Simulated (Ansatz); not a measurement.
A series in volume scale on CuAu

All results are calculated (Ansatz 0.2.0). Periodic Kohn-Sham DFT of a crystal at fixed atoms, scaled to volume_scale times the given cell; pressure positive in compression, energy less spherical unpolarised free atoms, largest_vzz the field gradient of largest size among the nuclei.

The cell before it is scaled or strained (space group P4/mmm, No. 123):
```
CuAu
1.0
      2.8000     0.0000     0.0000
      0.0000     2.8000     0.0000
      0.0000     0.0000     3.6700
Cu Au
1 1
Direct
  0.50000 0.50000 0.50000
  0.00000 0.00000 0.00000
```

Settings of every row: method all-electron LAPW; functional PBE; relativity scalar; k mesh 12x12x9; filling fermi-dirac; smearing width 0.08 eV; basis error target 0.5 meV/atom; nucleus gaussian.

Atom start moment: 0 on all atoms.

Limits: no spin-orbit coupling on heavy atoms.

| row | volume scale | V (Å³/atom) | pressure (GPa) | energy less free atoms (eV/atom) |
| --- | --- | --- | --- | --- |
| 1 | 0.9405 | 13.53 | 19.388 | -3.4651 |
| 2 | 0.97 | 13.955 | 12.53 | -3.5071 |
| 3 | 1 | 14.386 | 6.73 | -3.5328 |
| 4 | 1.03 | 14.818 | ? | ? |
| 5 | 1.06 | 15.25 | -2.082 | -3.5439 |

Question: what pressure and energy less free atoms should row 4 give?

Worked fit of pressure. Take u = (V_r/V)^(2/3) − 1 with V_r = 14.171 Å³ an atom, which is twice the finite (Eulerian) strain; such expansions in the strain, on which the Birch-Murnaghan equation of state is built, carry the rest volume and the bulk modulus. The shown rows have u = 0.03134, 0.01029, -0.00999, -0.04774. Least squares give pressure = 9.4929 + 286.611 × u + 925.51 × u² GPa; a straight line predicts inner rows, each left out in turn, worse (root mean square 0.91 against 0.021 GPa). The rows lie off it by 0.004, -0.010, 0.008, -0.001 (root mean square 0.0067 GPa). The pressure vanishes at u = -0.0377, or V = 15.01 Å³ an atom, and there the bulk modulus at fixed shape and fractions is B = −V dP/dV = (2/3)(1 + u) dP/du = 139 GPa. Letting shape and atoms relax would as a rule lower it, by much in layered, chain or molecular crystals. The withheld row has u = -0.02932, so the fit gives 9.4929 + 286.611 × (-0.02932) + 925.51 × (-0.02932)² = 1.885 GPa.

The calculation gave 1.914 GPa. The fit lies 0.029 GPa (1.5 % of the value, 0.14 % of the column's range) below it; its largest miss of a shown row is 0.010 GPa.

Worked fit of energy less free atoms. Take u = (V_r/V)^(2/3) − 1 with V_r = 14.171 Å³ an atom, which is twice the finite (Eulerian) strain; such expansions in the strain, on which the Birch-Murnaghan equation of state is built, carry the rest volume and the bulk modulus. The shown rows have u = 0.03134, 0.01029, -0.00999, -0.04774. Least squares give energy less free atoms = −3.52188 + 1.2753 × u + 17.061 × u² eV/atom; a straight line predicts inner rows, each left out in turn, worse (root mean square 0.017 against 0.0003 eV/atom). The rows lie off it by 0.0001, -0.0001, 0.0001, 0.0000. Its lowest point lies at u = -0.0374, or V = 15 Å³ an atom, and the curvature there gives the bulk modulus at fixed shape and fractions, B = (4/9)(1 + u)² E″(u)/V = 150 GPa. Letting shape and atoms relax would as a rule lower it, by much in layered, chain or molecular crystals. The withheld row has u = -0.02932, so the fit gives −3.52188 + 1.2753 × (-0.02932) + 17.061 × (-0.02932)² = -3.5446 eV/atom.

The calculation gave -3.5443 eV/atom. The fit lies 0.0003 eV/atom (0.38 % of the column's range) below it; its largest miss of a shown row is 0.0001 eV/atom.
